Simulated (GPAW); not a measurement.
# PtSe2 (Sudovikovite) (P-3m1) in GPAW: reference runs

How does PtSe2 (Sudovikovite) come out in PBEsol? The cell is run as given and disturbed.

All numbers are computed with GPAW 26.7.0; they aren't measurements. Logs are shortened: lines on timing, memory, paths and dates and some standing lists are left out, and cuts for length are marked. The log counts tension as positive stress, the text compression.

### Step 1. The crystal as given

Symmetry: P-3m1, No. 164, trigonal system. Conventional cell: a = 3.724 Å, b = 3.724 Å, c = 5.062 Å, α = 90.00°, β = 90.00°, γ = 120.00°. Pt (site symmetry -3m) has 6 Se at 2.49 Å as nearest neighbours. Se (site symmetry 3m) is surrounded by 3 Pt at 2.49 Å.

### Step 2. Single point, PBEsol

Contents of run.py:

```python
from ase import Atoms
from ase.dft.bandgap import bandgap
from ase.io import write
from ase.units import Bohr, GPa
from gpaw import GPAW, PW, setup_paths
from gpaw.elf import elf_from_dft_calculation

setup_paths.insert(0, '.')

atoms = Atoms(['Pt', 'Se', 'Se'],
              cell=[[3.724, 0.0, 0.0],
                    [-1.862, 3.2250786037, 0.0],
                    [0.0, 0.0, 5.062]],
              scaled_positions=[[0.0, 0.0, 0.0],
                                [0.6666666667, 0.3333333333, 0.75],
                                [0.3333333333, 0.6666666667, 0.25]],
              pbc=True)

calc = GPAW(mode=PW(600),
            xc='PBEsol',
            kpts={'size': (8, 8, 5), 'gamma': True},
            occupations={'name': 'fermi-dirac', 'width': 0.05},
            nbands=26,
            convergence={'density': 1e-05, 'energy': 1e-05},
            maxiter=150,
            txt='gpaw.txt')
atoms.calc = calc
energy = atoms.get_potential_energy()
forces = atoms.get_forces()
stress = atoms.get_stress()
calc.write('gs.gpw')
write('result.traj', atoms)
print(f'Energy: {energy:.6f} eV')
print('Forces (eV/A):')
print(forces.round(4))
print('Stress (GPa):', (stress / GPa).round(3))
print('Fermi level:', round(calc.get_fermi_level(), 4), 'eV')
print(f'Gap: {bandgap(calc)[0]:.4f} eV, direct: {bandgap(calc, direct=True)[0]:.4f} eV')

# fields on the real-space grid
write('density.cube', atoms, data=calc.get_pseudo_density() * Bohr**3)
write('potential.cube', atoms, data=calc.get_electrostatic_potential())
write('elf.cube', atoms, data=elf_from_dft_calculation(calc).data)
```

Potentials or basis: PAW data sets generated in the run's folder for this functional, pw.

Launch:

```bash
$ gpaw-setup -f PBEsol Pt Se
$ OMP_NUM_THREADS=1 python run.py
```

gpaw.txt:

```text
__  _  _
 | _ |_)|_||  |
 |__||  | ||/\| - 26.7.0

Input parameters:
  mode=PW(ecut=600.0),
  convergence={'density': 1e-05, 'energy': 1e-05},
  kpts=MonkhorstPack(size=(8, 8, 5), gamma=True),
  maxiter=150,
  nbands=26,
  occupations=Occupations(name='fermi-dirac', width=0.05),
  xc=XC(name='PBEsol')

Diagonalizing LCAO Hamiltonian
Converting LCAO to pw mode

            Se

        Se

       Pt

Atoms  # Å, Bohr magnetons
|   | symbol |         x |        y |        z |    initial magnetic moments |
|---|--------|-----------|----------|----------|-----------------------------|
| 0 |     Pt |  0.000000 | 0.000000 | 0.000000 | ( 0.0000,  0.0000,  0.0000) |
| 1 |     Se |  1.862000 | 1.075026 | 3.796500 | ( 0.0000,  0.0000,  0.0000) |
| 2 |     Se | -0.000000 | 2.150052 | 1.265500 | ( 0.0000,  0.0000,  0.0000) |

Unit cell  # Å
| periodic |         x |        y |        z |  lengths |     angles |
|----------|-----------|----------|----------|----------|------------|
|      yes |  3.724000 | 0.000000 | 0.000000 | 3.724000 |  90.000000 |
|      yes | -1.862000 | 3.225079 | 0.000000 | 3.724000 |  90.000000 |
|      yes |  0.000000 | 0.000000 | 5.062000 | 5.062000 | 120.000000 |

Number of symmetries: 12
Symmetry operations  # r_c * U_cc + t_c -> r_c
|    | kind |            matrix            |
|----|------|------------------------------|
|  0 |  σ   |  1, 1, 0,  0,-1, 0,  0, 0, 1 |
|  1 |  S6  |  1, 1, 0, -1, 0, 0,  0, 0,-1 |
|  2 |  E   |  1, 0, 0,  0, 1, 0,  0, 0, 1 |
|  3 |  C2  |  1, 0, 0, -1,-1, 0,  0, 0,-1 |
|  4 |  C2  |  0, 1, 0,  1, 0, 0,  0, 0,-1 |
|  5 |  C3  |  0, 1, 0, -1,-1, 0,  0, 0, 1 |
|  6 |  S6  |  0,-1, 0,  1, 1, 0,  0, 0,-1 |
|  7 |  σ   |  0,-1, 0, -1, 0, 0,  0, 0, 1 |
|  8 |  σ   | -1, 0, 0,  1, 1, 0,  0, 0, 1 |
|  9 |  i   | -1, 0, 0,  0,-1, 0,  0, 0,-1 |
| 10 |  C3  | -1,-1, 0,  1, 0, 0,  0, 0, 1 |
| 11 |  C2  | -1,-1, 0,  0, 1, 0,  0, 0,-1 |

BZ-sampling:
  Number of BZ points: 320
  Number of IBZ points: 40

  Monkhorst-Pack size: [8, 8, 5]
  Monkhorst-Pack shift: [0.0625, 0.0625, 0.0]

K-points  # in reciprocal-cell coordinates
|     |                                coordinates |     weight |
|-----|--------------------------------------------|------------|
|   0 | (  0.00000000,   0.00000000,   0.00000000) | 0.00312500 |
|   1 | (  0.00000000,   0.00000000,   0.20000000) | 0.00625000 |
|   2 | (  0.00000000,   0.00000000,   0.40000000) | 0.00625000 |
|   3 | (  0.12500000,   0.00000000,  -0.40000000) | 0.01875000 |
|   4 | (  0.12500000,   0.00000000,  -0.20000000) | 0.01875000 |
|   5 | (  0.12500000,   0.00000000,   0.00000000) | 0.01875000 |
|   6 | (  0.12500000,   0.00000000,   0.20000000) | 0.01875000 |
|   7 | (  0.12500000,   0.00000000,   0.40000000) | 0.01875000 |
|   8 | (  0.25000000,  -0.12500000,   0.00000000) | 0.01875000 |
|   9 | (  0.25000000,  -0.12500000,   0.20000000) | 0.03750000 |
| ... |                                            |            |
|  39 | (  0.50000000,   0.50000000,   0.40000000) | 0.01875000 |

Plane wave coefficients: 2057
Cutoff: 600.0 eV

Spin-components: 1 (collinear spins)
Bands:           26
Projectors:      16
Spin-degeneracy: 2
Datatype:        complex128

Parallelization:
  kpt:    1
  domain: 1
  band:   1

Density:
  Valence electrons: 28.0
  Components: 1
  Grid points: [24 24 30]
  Charge: 0.0  # |e|

Potential:
  Grid points: [24 24 30]

species:
  Pt:
    name:    Platinum
    Z:       78.0
    valence: 16
    core:    62
    charge:  0.0  # [|e|]
    compensation charges:
      type: gauss
      rc: 0.41  # [Å]
      lmax: 2
    cutoffs:
      filter: 2.26  # [Å]
      core: 2.26  # [Å]
    projectors
    | kind |    occ | energy [eV] | rcut [Å] |
    |------|--------|-------------|----------|
    |   6s |  1.000 |      -5.666 |    1.307 |
    |   5p |  6.000 |     -56.073 |    1.371 |
    |   6p |  0.000 |      -0.783 |    1.371 |
    |   5d |  9.000 |      -6.179 |    1.307 |
    |    s |        |      21.545 |    1.307 |
    |    d |        |      21.032 |    1.307 |

    Using partial waves for Pt as LCAO basis

  Se:
    name:    Selenium
    Z:       34.0
    valence: 6
    core:    28
    charge:  0.0  # [|e|]
    compensation charges:
      type: gauss
      rc: 0.27  # [Å]
      lmax: 2
    cutoffs:
      filter: 1.77  # [Å]
      core: 2.67  # [Å]
    projectors
    | kind |    occ | energy [eV] | rcut [Å] |
    |------|--------|-------------|----------|
    |   4s |  2.000 |     -17.281 |    0.847 |
    |   4p |  4.000 |      -6.511 |    1.005 |
    |    s |        |       9.930 |    0.847 |
    |    p |        |      20.700 |    1.005 |
    |    d |        |       0.000 |    0.847 |

    Using partial waves for Se as LCAO basis

Reference energy: -632352.254211  # eV

eigensolver:
[... 26 lines left out ...]
convergence criteria:
- Maximum integral of absolute [dens]ity change: 1e-05 electrons / valence electron
- Maximum [total energy] change in last 3 cyles: 1e-05 eV / valence electron
- Maximum integral of absolute [eigenst]ate change: 4e-08 eV^2 / valence electron
maximum number of iterations: 150

SCF iterations
|iter     | |      energy | eigst |  dens |
|---------|-|-------------|-------|-------|
|iter:   1| |  -17.129685 | +0.16 |       |
|iter:   2| |  -16.779370 | -2.08 | -1.13 |
|iter:   3| |  -16.215941 | -1.86 | -1.19 |
|iter:   4| |  -16.183750 | -3.30 | -1.60 |
|iter:   5| |  -16.166697 | -3.43 | -1.86 |
|iter:   6| |  -16.166430 | -4.58 | -2.66 |
|iter:   7| |  -16.166465c| -5.11 | -3.19 |
|iter:   8| |  -16.166474c| -6.46 | -3.92 |
|iter:   9| |  -16.166475c| -7.57c| -4.55 |
|iter:  10| |  -16.166475c| -7.82c| -4.91 |
|iter:  11| |  -16.166476c| -8.73c| -5.98c|

Converged in 11 steps
Energy contributions relative to reference atoms: (reference = -632352.254211)

Energy contributions:
  Kinetic:           5.714228
  Coulomb:          -7.190813
  Zero:             -0.541517
  External:          0.000000
  Xc:              -14.145217
  Entropy:          -0.006311
  Spinorbit:         0.000000
  ----------------------------
  Free energy:     -16.169631
  Extrapolated:    -16.166476

dipole moment: (-6.427360, -11.132514, -17.473306)  # |e|*Ang

Fermi level: 8.249
Eigenvalues  # (at kpt = [0.000, 0.000, 0.000])
| band index |      eig [eV] | occ [0-2] |
|------------|---------------|-----------|
|          0 |       -45.667 |     2.000 |
|        ... |               |           |
|          5 |         1.016 |     2.000 |
|          6 |         1.740 |     2.000 |
|          7 |         1.740 |     2.000 |
|          8 |         4.190 |     2.000 |
|          9 |         4.190 |     2.000 |
|         10 |         5.650 |     2.000 |
[... 8 lines left out ...]
|         19 |        15.486 |     0.000 |
|         20 |        19.961 |     0.000 |
|        ... |               |           |
|         25 |        20.761 |     0.000 |

No gap
No difference between direct/indirect transitions

Forces  # eV/Ang
|        x |        y |        z |
|----------|----------|----------|
|  0.00000 |  0.00000 |  0.00000 |  # Pt   0
| -0.00000 |  0.00000 | -0.36608 |  # Se   1
|  0.00000 | -0.00000 |  0.36608 |  # Se   2

Stress tensor  # eV/Ang^3
|         x |         y |         z |
|-----------|-----------|-----------|
| -0.016352 | -0.000000 |  0.000000 |
| -0.000000 | -0.016352 |  0.000000 |
|  0.000000 |  0.000000 | -0.007619 |

# Writing to gs.gpw (mode='')
```

It took 44 s on 1 thread of Arm Neoverse V2, shared host; peak memory 0.2 GiB.

Results:

| Quantity | Value |
| --- | --- |
| Free energy | -16.1696 eV |
| Pressure | 2.2 GPa |
| Largest force | 0.366 eV/Å |
| Band gap on the k mesh | none (metal or under the smearing width) |

Forces in eV/Å, atoms in the order of the input:
```
Pt   0.000  0.000  0.000
Se   0.000  0.000 -0.366
Se   0.000  0.000  0.366
```

The run has no spin-orbit coupling, so splittings on Pt are missing.

### Step 3. Single point, PBEsol (atoms moved at random, drawn with an rms of 0.05 Å)

Edit run.py of step 2 so:

```diff
@@ -3,5 +3,4 @@
 from ase.io import write
-from ase.units import Bohr, GPa
+from ase.units import GPa
 from gpaw import GPAW, PW, setup_paths
-from gpaw.elf import elf_from_dft_calculation
 
@@ -13,5 +12,5 @@
                     [0.0, 0.0, 5.062]],
-              scaled_positions=[[0.0, 0.0, 0.0],
-                                [0.6666666667, 0.3333333333, 0.75],
-                                [0.3333333333, 0.6666666667, 0.25]],
+              scaled_positions=[[0.011333, 0.022629, 0.006602],
+                                [0.650345, 0.331345, 0.740001],
+                                [0.332382, 0.655127, 0.246311]],
               pbc=True)
@@ -38,6 +37 @@
 print(f'Gap: {bandgap(calc)[0]:.4f} eV, direct: {bandgap(calc, direct=True)[0]:.4f} eV')
-
-# fields on the real-space grid
-write('density.cube', atoms, data=calc.get_pseudo_density() * Bohr**3)
-write('potential.cube', atoms, data=calc.get_electrostatic_potential())
-write('elf.cube', atoms, data=elf_from_dft_calculation(calc).data)
```

Potentials or basis: PAW data sets generated in the run's folder for this functional, pw.

Launch:

```bash
$ gpaw-setup -f PBEsol Pt Se
$ OMP_NUM_THREADS=1 python run.py
```

gpaw.txt:

```text
__  _  _
 | _ |_)|_||  |
 |__||  | ||/\| - 26.7.0

Input parameters:
  mode=PW(ecut=600.0),
  convergence={'density': 1e-05, 'energy': 1e-05},
  kpts=MonkhorstPack(size=(8, 8, 5), gamma=True),
  maxiter=150,
  nbands=26,
  occupations=Occupations(name='fermi-dirac', width=0.05),
  xc=XC(name='PBEsol')

Diagonalizing LCAO Hamiltonian
Converting LCAO to pw mode

            Se

         Se

       Pt

Atoms  # Å, Bohr magnetons
|   | symbol |        x |        y |        z |    initial magnetic moments |
|---|--------|----------|----------|----------|-----------------------------|
| 0 |     Pt | 0.000069 | 0.072980 | 0.033419 | ( 0.0000,  0.0000,  0.0000) |
| 1 |     Se | 1.804920 | 1.068614 | 3.745885 | ( 0.0000,  0.0000,  0.0000) |
| 2 |     Se | 0.017944 | 2.112836 | 1.246826 | ( 0.0000,  0.0000,  0.0000) |

Unit cell  # Å
| periodic |         x |        y |        z |  lengths |     angles |
|----------|-----------|----------|----------|----------|------------|
|      yes |  3.724000 | 0.000000 | 0.000000 | 3.724000 |  90.000000 |
|      yes | -1.862000 | 3.225079 | 0.000000 | 3.724000 |  90.000000 |
|      yes |  0.000000 | 0.000000 | 5.062000 | 5.062000 | 120.000000 |

Number of symmetries: 1
Symmetry operations  # r_c * U_cc + t_c -> r_c
|   | kind |            matrix            |
|---|------|------------------------------|
| 0 |  E   |  1, 0, 0,  0, 1, 0,  0, 0, 1 |

BZ-sampling:
  Number of BZ points: 320
  Number of IBZ points: 162

  Monkhorst-Pack size: [8, 8, 5]
  Monkhorst-Pack shift: [0.0625, 0.0625, 0.0]

K-points  # in reciprocal-cell coordinates
|     |                                coordinates |     weight |
|-----|--------------------------------------------|------------|
|   0 | (  0.00000000,   0.00000000,   0.00000000) | 0.00312500 |
|   1 | (  0.00000000,   0.00000000,   0.20000000) | 0.00625000 |
|   2 | (  0.00000000,   0.00000000,   0.40000000) | 0.00625000 |
|   3 | (  0.00000000,   0.12500000,  -0.40000000) | 0.00625000 |
|   4 | (  0.00000000,   0.12500000,  -0.20000000) | 0.00625000 |
|   5 | (  0.00000000,   0.12500000,   0.00000000) | 0.00625000 |
|   6 | (  0.00000000,   0.12500000,   0.20000000) | 0.00625000 |
|   7 | (  0.00000000,   0.12500000,   0.40000000) | 0.00625000 |
|   8 | (  0.00000000,   0.25000000,  -0.40000000) | 0.00625000 |
|   9 | (  0.00000000,   0.25000000,  -0.20000000) | 0.00625000 |
| ... |                                            |            |
| 161 | (  0.50000000,   0.50000000,   0.40000000) | 0.00625000 |

Plane wave coefficients: 2057
Cutoff: 600.0 eV

Spin-components: 1 (collinear spins)
Bands:           26
Projectors:      16
Spin-degeneracy: 2
Datatype:        complex128

Parallelization:
  kpt:    1
  domain: 1
  band:   1

Density:
  Valence electrons: 28.0
  Components: 1
  Grid points: [24 24 30]
  Charge: 0.0  # |e|

Potential:
  Grid points: [24 24 30]

species:
  Pt:
    name:    Platinum
    Z:       78.0
    valence: 16
    core:    62
    charge:  0.0  # [|e|]
    compensation charges:
      type: gauss
      rc: 0.41  # [Å]
      lmax: 2
    cutoffs:
      filter: 2.26  # [Å]
      core: 2.26  # [Å]
    projectors
    | kind |    occ | energy [eV] | rcut [Å] |
    |------|--------|-------------|----------|
    |   6s |  1.000 |      -5.666 |    1.307 |
    |   5p |  6.000 |     -56.073 |    1.371 |
    |   6p |  0.000 |      -0.783 |    1.371 |
    |   5d |  9.000 |      -6.179 |    1.307 |
    |    s |        |      21.545 |    1.307 |
    |    d |        |      21.032 |    1.307 |

    Using partial waves for Pt as LCAO basis

  Se:
    name:    Selenium
    Z:       34.0
    valence: 6
    core:    28
    charge:  0.0  # [|e|]
    compensation charges:
      type: gauss
      rc: 0.27  # [Å]
      lmax: 2
    cutoffs:
      filter: 1.77  # [Å]
      core: 2.67  # [Å]
    projectors
    | kind |    occ | energy [eV] | rcut [Å] |
    |------|--------|-------------|----------|
    |   4s |  2.000 |     -17.281 |    0.847 |
    |   4p |  4.000 |      -6.511 |    1.005 |
    |    s |        |       9.930 |    0.847 |
    |    p |        |      20.700 |    1.005 |
    |    d |        |       0.000 |    0.847 |

    Using partial waves for Se as LCAO basis

Reference energy: -632352.254211  # eV

eigensolver:
[... 26 lines left out ...]
convergence criteria:
- Maximum integral of absolute [dens]ity change: 1e-05 electrons / valence electron
- Maximum [total energy] change in last 3 cyles: 1e-05 eV / valence electron
- Maximum integral of absolute [eigenst]ate change: 4e-08 eV^2 / valence electron
maximum number of iterations: 150

SCF iterations
|iter     | |      energy | eigst |  dens |
|---------|-|-------------|-------|-------|
|iter:   1| |  -16.996768 | +0.16 |       |
|iter:   2| |  -16.648264 | -2.09 | -1.13 |
|iter:   3| |  -16.097171 | -1.87 | -1.20 |
|iter:   4| |  -16.065247 | -3.29 | -1.60 |
|iter:   5| |  -16.048571 | -3.43 | -1.86 |
|iter:   6| |  -16.048292 | -4.52 | -2.62 |
|iter:   7| |  -16.048274 | -5.28 | -3.03 |
|iter:   8| |  -16.048285c| -5.57 | -3.33 |
|iter:   9| |  -16.048290c| -6.62 | -4.05 |
|iter:  10| |  -16.048291c| -7.96c| -4.72 |
|iter:  11| |  -16.048291c| -7.61c| -5.01c|

Converged in 11 steps
Energy contributions relative to reference atoms: (reference = -632352.254211)

Energy contributions:
  Kinetic:           5.727277
  Coulomb:          -7.182347
  Zero:             -0.545997
  External:          0.000000
  Xc:              -14.044341
  Entropy:          -0.005767
  Spinorbit:         0.000000
  ----------------------------
  Free energy:     -16.051175
  Extrapolated:    -16.048291

dipole moment: (-6.522969, -10.421824, -17.050105)  # |e|*Ang

Fermi level: 8.202
Eigenvalues  # (at kpt = [0.000, 0.000, 0.000])
| band index |      eig [eV] | occ [0-2] |
|------------|---------------|-----------|
|          0 |       -45.676 |     2.000 |
|        ... |               |           |
|          5 |         0.994 |     2.000 |
|          6 |         1.752 |     2.000 |
|          7 |         1.855 |     2.000 |
|          8 |         4.151 |     2.000 |
|          9 |         4.178 |     2.000 |
|         10 |         5.571 |     2.000 |
[... 8 lines left out ...]
|         19 |        15.710 |     0.000 |
|         20 |        19.896 |     0.000 |
|        ... |               |           |
|         25 |        20.742 |     0.000 |

No gap
No difference between direct/indirect transitions

Forces  # eV/Ang
|        x |        y |        z |
|----------|----------|----------|
| -0.29702 | -1.57250 | -1.12478 |  # Pt   0
|  0.44027 |  0.49518 |  0.24312 |  # Se   1
| -0.14325 |  1.07731 |  0.88173 |  # Se   2

Stress tensor  # eV/Ang^3
|         x |         y |         z |
|-----------|-----------|-----------|
| -0.010006 | -0.005641 |  0.011221 |
| -0.005641 | -0.024335 | -0.010425 |
|  0.011221 | -0.010425 | -0.004318 |

# Writing to gs.gpw (mode='')
```

It took 2.7 min on 1 thread of Arm Neoverse V2, shared host; peak memory 0.36 GiB.

What came out:

| Item | Value |
| --- | --- |
| Free energy | -16.0512 eV |
| Pressure | 2.1 GPa |
| Largest force | 1.956 eV/Å |
| Band gap on the k mesh | none (metal or under the smearing width) |

Forces in eV/Å, atoms in the order of the input:
```
Pt  -0.297 -1.573 -1.125
Se   0.440  0.495  0.243
Se  -0.143  1.077  0.882
```

Stress tensor (GPa, compression positive):
```
 1.60  0.90 -1.80
 0.90  3.90  1.67
-1.80  1.67  0.69
```
